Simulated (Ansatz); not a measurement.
Level of theory: DFT PBE, scalar-relativistic, plane waves, PAW in Ansatz 0.2.0. Several structures of NiO₅ were relaxed, and the powder pattern of one of them was computed from 10° to 70° in 2θ (λ = 1.5406 Å; lines under 1 % are left out).

Cu Kα1 powder pattern (kinematic, no thermal factors).
```json
{"2θ (°)": "17.92", "relative intensity": "23"}
{"2θ (°)": "22.38", "relative intensity": "16"}
{"2θ (°)": "26.95", "relative intensity": "67"}
{"2θ (°)": "28.81", "relative intensity": "100"}
{"2θ (°)": "35.31", "relative intensity": "11"}
{"2θ (°)": "36.29", "relative intensity": "10"}
{"2θ (°)": "37.40", "relative intensity": "1"}
{"2θ (°)": "43.05", "relative intensity": "24"}
{"2θ (°)": "44.02", "relative intensity": "38"}
{"2θ (°)": "45.66", "relative intensity": "4"}
{"2θ (°)": "49.43", "relative intensity": "17"}
{"2θ (°)": "52.12", "relative intensity": "15"}
{"2θ (°)": "53.10", "relative intensity": "13"}
{"2θ (°)": "53.83", "relative intensity": "5"}
{"2θ (°)": "55.57", "relative intensity": "3"}
{"2θ (°)": "55.70", "relative intensity": "11"}
{"2θ (°)": "57.41", "relative intensity": "3"}
{"2θ (°)": "58.32", "relative intensity": "2"}
{"2θ (°)": "59.68", "relative intensity": "7"}
{"2θ (°)": "60.45", "relative intensity": "10"}
{"2θ (°)": "60.65", "relative intensity": "18"}
{"2θ (°)": "60.77", "relative intensity": "2"}
{"2θ (°)": "65.17", "relative intensity": "3"}
{"2θ (°)": "69.84", "relative intensity": "9"}
```

Problem. Which structure gives it?
A.

```
Ni O
1.0
    -1.80112    3.53899    4.22522
     1.80112   -3.53899    4.22522
     1.80112    3.53899   -4.22522
Ni O
1 5
Direct
  0.00000 0.00000 0.00000
  0.00000 0.50000 0.50000
  0.33880 0.07613 0.26267
  0.18654 0.92387 0.26267
  0.66120 0.92387 0.73733
  0.81346 0.07613 0.73733
```

B.

```
Ni O
1.0
    -1.32196    1.32196   12.85046
     1.32196   -1.32196   12.85046
     1.32196    1.32196  -12.85046
Ni O
1 5
Direct
  0.00000 0.00000 0.00000
  0.13937 0.13937 0.00000
  0.18677 0.18677 0.00000
  0.86063 0.86063 0.00000
  0.81323 0.81323 0.00000
  0.50000 0.50000 0.00000
```

C.

```
Ni O
1.0
     1.75329   -4.94687    0.00000
     1.75329    4.94687    0.00000
     0.00000    0.00000    3.97019
Ni O
1 5
Cartesian
  1.7533 0.0000 0.0000
  1.7533 -1.7429 1.3623
  1.7533 1.7429 1.3623
  1.7533 1.7429 2.6079
  1.7533 -1.7429 2.6079
  0.0000 0.0000 0.0000
```

Solution. C. Its strongest line, at 2θ = 28.81°, has d = λ/(2 sin θ) = 3.096 Å and is the (0 2 1) reflection of the conventional Cmmm cell with a = 3.507 Å, b = 9.894 Å, c = 3.970 Å. The others have their strongest lines at 16.3° (A); 20.7° (B).

The cells needn't be stable.
